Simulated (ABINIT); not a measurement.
Set up this calculation in ABINIT 10.8.3 (patched build), as the native input.

```
Task                : single point
Functional          : PBE
Potentials or basis : PseudoDojo NC FR PBE v0.4 standard
Cutoff              : 1088 eV
k mesh              : 6 × 6 × 6
Occupations         : fermi-dirac, width 0.05 eV
Spin                : spin-orbit coupling, no magnetisation
```

Crystal: GaP.

```
Ga P
1.0
     0.00000    2.75467    2.75467
     2.75467    0.00000    2.75467
     2.75467    2.75467    0.00000
Ga P
1 1
Direct
  0.00000 0.00000 0.00000
  0.75000 0.75000 0.75000
```

The cell isn't the ideal one: cell relaxed.

One way to write it, as run:

run.abi

```
pp_dirpath "./"
pseudos "Ga.upf, P.upf"

acell 7.3617886192 7.3617886192 7.3617886192
rprim
     0.0000000000     0.7071067812     0.7071067812
     0.7071067812     0.0000000000     0.7071067812
     0.7071067812     0.7071067812     0.0000000000
ntypat 2
znucl 31 15
natom 2
typat 1 2
xred
     0.0000000000     0.0000000000     0.0000000000
     0.7500000000     0.7500000000     0.7500000000
chkprim 0
chksymtnons 0
tolsym 1.0e-6

ecut 40.0

kptopt 1
ngkpt 6 6 6
nshiftk 1
shiftk 0.0 0.0 0.0

ixc 11

nband 26
occopt 3
tsmear 0.00183747

nspinor 2
nspden 1
so_psp 2*1

nstep 100
tolvrs 1.0e-10

iomode 3
prtwf 0
prteig 0
prtebands 0
enunit 1
prtden 1
prtvha 1
prtvclmb 1
prtpot 1
```

Potentials or basis: PseudoDojo NC FR PBE v0.4 standard.

Run with:

```bash
$ abinit run.abi > log 2>&1
```

Results of the run:

```json
{"Pressure": "0.0 GPa", "Band gap on the k mesh": "1.53 eV, direct", "Valence electrons inside the program's atomic spheres": "Ga 10.82; P 2.79"}
```

It took 3.5 min on 1 thread of Intel(R) Xeon(R) Platinum 8375C CPU @ 2.90GHz (Ice Lake) (shared host), peak memory 0.12 GiB.
